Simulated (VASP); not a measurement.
# KI (Pm-3m) in VASP: reference runs

How does KI come out in PBE? The cell is run as given and disturbed.

All numbers are computed with VASP 6.6.1; they aren't measurements. Logs are shortened: lines on timing, memory, paths and dates and some standing lists are left out, and cuts for length are marked.

## 1. Starting point

It takes space group Pm-3m (No. 221, cubic). Conventional cell: a = 4.291 Å, b = 4.291 Å, c = 4.291 Å, α = 90.00°, β = 90.00°, γ = 90.00°. I (site symmetry m-3m) has 8 K at 3.72 Å as nearest neighbours. Around K (site symmetry m-3m) lie 8 I at 3.72 Å.

Measurements of this composition are mostly on another form, of space group No. 225.

## 2. Single point, PBE

Input file INCAR:

```
PREC = Accurate
ENCUT = 520
EDIFF = 1E-7
ISMEAR = -1
SIGMA = 0.05
LREAL = False
LASPH = True
NELM = 80
ALGO = Normal
ISIF = 2
LWAVE = False
LCHARG = False
GGA = PE
NBANDS = 15
```

Input file KPOINTS:

```
Automatic mesh
0
Gamma
  6 6 6
```

Input file POSCAR:

```
KI
1.0
    4.2911966600      0.0000000000      0.0000000000
    0.0000000000      4.2911966600      0.0000000000
    0.0000000000      0.0000000000      4.2911966600
I K
1 1
Direct
    0.5000000000      0.5000000000      0.5000000000
    0.0000000000      0.0000000000      0.0000000000
```

Potentials or basis: VASP PAW PBE potentials, release 64 (I, K_sv).

Started as:

```console
$ cat potpaw_PBE.64/I/POTCAR potpaw_PBE.64/K_sv/POTCAR > POTCAR
$ mpirun -np 1 vasp_std > vasp.out
```

OUTCAR:

```text
PREC = Accurate
   ENCUT = 520
   EDIFF = 1E-7
   ISMEAR = -1
   LREAL = False
   LASPH = True
   NELM = 80
   ISIF = 2
   GGA = PE

 ion  position               nearest neighbor table
   1  0.500  0.500  0.500-
   2  0.000  0.000  0.000-

  LATTYP: Found a simple cubic cell.
 ALAT       =     4.2911966600

  Lattice vectors:

 A1 = (   4.2911966600,   0.0000000000,   0.0000000000)
 A2 = (   0.0000000000,   4.2911966600,   0.0000000000)
 A3 = (   0.0000000000,   0.0000000000,   4.2911966600)

Analysis of symmetry for initial positions (statically):
=====================================================================
 Subroutine PRICEL returns:
 Original cell was already a primitive cell.

 Routine SETGRP: Setting up the symmetry group for a
 simple cubic supercell.

 Subroutine GETGRP returns: Found 48 space group operations
 (whereof 48 operations were pure point group operations)
 out of a pool of 48 trial point group operations.

The static configuration has the point symmetry O_h .

Analysis of symmetry for dynamics (positions and initial velocities):
=====================================================================
 Subroutine PRICEL returns:
 Original cell was already a primitive cell.

 Routine SETGRP: Setting up the symmetry group for a
 simple cubic supercell.

 Subroutine GETGRP returns: Found 48 space group operations
 (whereof 48 operations were pure point group operations)
 out of a pool of 48 trial point group operations.

The dynamic configuration has the point symmetry O_h .

 Subroutine INISYM returns: Found 48 space group operations
 (whereof 48 operations are pure point group operations),
 and found     1 'primitive' translations

----------------------------------------------------------------------------------------

                                     Primitive cell

  volume of cell :      79.0197

  direct lattice vectors                    reciprocal lattice vectors
     4.291196660  0.000000000  0.000000000     0.233035230  0.000000000  0.000000000
     0.000000000  4.291196660  0.000000000     0.000000000  0.233035230  0.000000000
     0.000000000  0.000000000  4.291196660     0.000000000  0.000000000  0.233035230

  length of vectors
     4.291196660  4.291196660  4.291196660     0.233035230  0.233035230  0.233035230

  position of ions in fractional coordinates (direct lattice)
     0.500000000  0.500000000  0.500000000
     0.000000000  0.000000000  0.000000000

  ion indices of the primitive-cell ions
   primitive index   ion index
                 1           1
                 2           2

----------------------------------------------------------------------------------------

 KPOINTS: Automatic mesh

Automatic generation of k-mesh.
 Grid dimensions read from file:
 generate k-points for:    6    6    6

 Generating k-lattice:

  Cartesian coordinates                     Fractional coordinates (reciprocal lattice)
     0.038839205  0.000000000  0.000000000     0.166666667  0.000000000  0.000000000
     0.000000000  0.038839205  0.000000000     0.000000000  0.166666667  0.000000000
     0.000000000  0.000000000  0.038839205     0.000000000  0.000000000  0.166666667

  Length of vectors
     0.038839205  0.038839205  0.038839205

  Shift w.r.t. Gamma in fractional coordinates (k-lattice)
     0.000000000  0.000000000  0.000000000

 Subroutine IBZKPT returns following result:
 ===========================================

 Found     20 irreducible k-points:

 Following reciprocal coordinates:
            Coordinates               Weight
  0.000000  0.000000  0.000000      1.000000
  0.166667  0.000000  0.000000      6.000000
  0.333333  0.000000  0.000000      6.000000
  0.500000  0.000000  0.000000      3.000000
  0.166667  0.166667  0.000000     12.000000
  0.333333  0.166667  0.000000     24.000000
[... 12 lines left out ...]
  0.500000  0.500000  0.333333      6.000000
  0.500000  0.500000  0.500000      1.000000
   k-points           NKPTS =     20   k-points in BZ     NKDIM =     20   number of bands    NBANDS=     15
   number of dos      NEDOS =    301   number of ions     NIONS =      2
   total plane-waves  NPLWV =  32768
   dimension x,y,z NGX =    32 NGY =   32 NGZ =   32
   dimension x,y,z NGXF=    64 NGYF=   64 NGZF=   64
   ions per type =               1   1
   NGX,Y,Z   is equivalent  to a cutoff of  12.40, 12.40, 12.40 a.u.
   NGXF,Y,Z  is equivalent  to a cutoff of  24.79, 24.79, 24.79 a.u.
 SYSTEM =  unknown system
   PREC   = accura    normal or accurate (medium, high low for compatibility)
   ISTART =      0    job   : 0-new  1-cont  2-samecut
   ICHARG =      2    charge: 1-file 2-atom 10-const
   ISPIN  =      1    spin polarized calculation?
   LNONCOLLINEAR =      F non collinear calculations
   LSORBIT =      F    spin-orbit coupling
   LASPH  =      T    aspherical Exc in radial PAW
   ENCUT  =  520.0 eV  38.22 Ry    6.18 a.u.   7.98  7.98  7.98*2*pi/ulx,y,z
   NELM   =     80;   NELMIN=  2; NELMDL= -5     # of ELM steps
   EDIFF  = 0.1E-06   stopping-criterion for ELM
   LREAL  =      F    real-space projection
   EDIFFG = 0.1E-05   stopping-criterion for IOM
   NSW    =      0    number of steps for IOM
   IBRION =     -1    ionic relax: 0-MD 1-quasi-New 2-CG
   NFREE  =      0    steps in history (QN), initial steepest desc. (CG)
   ISIF   =      2    stress and relaxation
   ISYM   =      2    0-nonsym 1-usesym 2-fastsym
   POTIM  = 0.5000    time-step for ionic-motion
   TEBEG  =    0.0;   TEEND  =   0.0 temperature during run
   PSTRESS=    0.0 pullay stress
   NELECT =      16.0000    total number of electrons
   NUPDOWN=      -1.0000    fix difference up-down
   EMIN   =  10.00;   EMAX   =-10.00  energy-range for DOS
   EFERMI =   0.00;   METHOD = LEGACY
   ISMEAR =    -1;   SIGMA  =   0.05  broadening in eV -4-tet -1-fermi 0-gaus
   EFERMI_NEDOS =   21; number of points for ismear=-14 and -15
   IALGO  =     38    algorithm
   IMIX   =      4    mixing-type and parameters
     AMIX     =   0.40;   BMIX     =  1.00
     AMIX_MAG =   1.60;   BMIX_MAG =  1.00
  volume/ion in A,a.u.               =      39.51       266.63
  Fermi-wavevector in a.u.,A,eV,Ry     =   0.961324  1.816639 12.573738  0.924144
  Thomas-Fermi vector in A             =   2.090686
   LORBIT       =      0    0 simple, 1 ext, 2 COOP (PROOUT), +10 PAW based schemes
   GGA     = PE    functional components
   LHFCALC =     F    Hartree Fock is set to
   AEXX    =    0.0000 exact exchange contribution
   IVDW    =     0    specifies the selected vdW correction
   LEPSILON=     F    determine dielectric tensor
   LRPA    =     F    only Hartree local field effects (RPA)
 non-spin polarized calculation
  energy-cutoff  :      520.00
  volume of cell :       79.02
 maximum number of plane-waves:      2176
 NGX is ok and might be reduce to    32
   NGX = 15   NGY = 15   NGZ = 15

 number of electron      16.0000003 magnetization

 Free energy of the ion-electron system (eV)
  ---------------------------------------------------
  ext. energy  EPLUGINS =         0.00000000
  ---------------------------------------------------
  free energy    TOTEN  =        -5.42088219 eV

  energy without entropy =       -5.42088219  energy(sigma->0) =       -5.42088219

 E-fermi :   1.9508     XC(G=0):  -7.7093

 val. band max:        0.8817870466   @ k =   0.5000   0.5000   0.0000
 cond. band min:       4.2118492393   @ k =   0.0000   0.0000   0.0000
 fundamental gap:      3.3300621927
 Fermi energy:         1.9507795709

 k-point     1 :       0.0000    0.0000    0.0000
  band No.  band energies     occupation
      1     -28.4965      2.00000
      2     -11.9496      2.00000
      3     -11.9496      2.00000
      4     -11.9496      2.00000
      5     -10.2777      2.00000
      6       0.5208      2.00000
      7       0.5208      2.00000
      8       0.5208      2.00000
      9       4.2118      0.00000
     10       5.6466      0.00000
     11       5.6466      0.00000
     12       9.2696      0.00000
     13       9.2696      0.00000
     14       9.2696      0.00000
     15      11.3552      0.00000

 k-point     2 :       0.1667    0.0000    0.0000
  band No.  band energies     occupation
      1     -28.4954      2.00000
      2     -11.9934      2.00000
      3     -11.9467      2.00000
      4     -11.9467      2.00000
      5     -10.2017      2.00000
      6      -0.1214      2.00000
      7       0.5393      2.00000
      8       0.5393      2.00000
      9       4.7882      0.00000
     10       5.8448      0.00000
     11       6.3091      0.00000
     12       9.1807      0.00000
     13       9.1807      0.00000
     14       9.3800      0.00000
     15      10.4113      0.00000

 k-point     3 :       0.3333    0.0000    0.0000
  band No.  band energies     occupation
      1     -28.4930      2.00000
      2     -12.0745      2.00000
      3     -11.9410      2.00000
      4     -11.9410      2.00000
      5     -10.0510      2.00000
      6      -1.0371      2.00000
      7       0.5764      2.00000
      8       0.5764      2.00000
      9       5.7369      0.00000
     10       6.4204      0.00000
     11       7.5891      0.00000
     12       8.9174      0.00000
     13       9.1693      0.00000
     14       9.1693      0.00000
     15       9.6414      0.00000
[... 271 lines left out ...]
 k-point    19 :       0.5000    0.5000    0.3333
  band No.  band energies     occupation
      1     -28.4842      2.00000
      2     -12.0187      2.00000
      3     -12.0187      2.00000
      4     -11.9932      2.00000
      5      -9.8025      2.00000
      6      -0.7886      2.00000
      7      -0.7886      2.00000
      8      -0.4397      2.00000
      9       5.9229      0.00000
     10       6.7402      0.00000
     11       6.7402      0.00000
     12       9.0411      0.00000
     13       9.8262      0.00000
     14       9.8262      0.00000
     15      10.4495      0.00000

 k-point    20 :       0.5000    0.5000    0.5000
  band No.  band energies     occupation
      1     -28.4831      2.00000
      2     -12.0141      2.00000
      3     -12.0141      2.00000
      4     -12.0141      2.00000
      5      -9.7578      2.00000
      6      -0.7748      2.00000
      7      -0.7748      2.00000
      8      -0.7748      2.00000
      9       6.5132      0.00000
     10       6.5132      0.00000
     11       6.5132      0.00000
     12       9.7231      0.00000
     13       9.7231      0.00000
     14       9.7231      0.00000
     15      10.0313      0.00000

------------------------ aborting loop because EDIFF is reached ----------------------------------------

  FORCE on cell =-STRESS in cart. coord.  units (eV):
  Direction    XX          YY          ZZ          XY          YZ          ZX
  --------------------------------------------------------------------------------------
  -------------------------------------------------------------------------------------
  Total        0.2475727      0.2475727      0.2475727     -0.0000000      0.0000000     -0.0000000
  in kB        5.0197035      5.0197035      5.0197035     -0.0000000      0.0000000     -0.0000000
  external PRESSURE =       5.0197035 kB  Pullay stress =       0.0000000 kB

 VOLUME and BASIS-vectors are now :
 -----------------------------------------------------------------------------
  energy-cutoff  :      520.00
  volume of cell :       79.02
      direct lattice vectors                 reciprocal lattice vectors
     4.291196660  0.000000000  0.000000000     0.233035230  0.000000000  0.000000000
     0.000000000  4.291196660  0.000000000     0.000000000  0.233035230  0.000000000
     0.000000000  0.000000000  4.291196660     0.000000000  0.000000000  0.233035230

 POSITION                                       TOTAL-FORCE (eV/Angst)
 -----------------------------------------------------------------------------------
      2.14560      2.14560      2.14560         0.000000      0.000000      0.000000
      0.00000      0.00000      0.00000         0.000000      0.000000      0.000000
 -----------------------------------------------------------------------------------
    total drift:                                0.000000      0.000000     -0.000000

  FREE ENERGIE OF THE ION-ELECTRON SYSTEM (eV)
  ---------------------------------------------------
  free  energy   TOTEN  =        -5.4208821851 eV

  energy  without entropy=       -5.4208821851  energy(sigma->0) =       -5.42088219
```

Wall time 9.1 s (1 thread of Intel Xeon 6975P-C (Granite Rapids), shared host); peak memory 0.18 GiB.

Results:

```
Free energy            : -5.4209 eV
Pressure               : 0.5 GPa
Band gap on the k mesh : 3.33 eV, indirect (least direct gap 3.69 eV)
```

Caveat: spin-orbit coupling is left out, which moves the levels of the heavy elements. As with any semilocal functional, this PBE gap is likely too small.

[end of part 1 of 2]
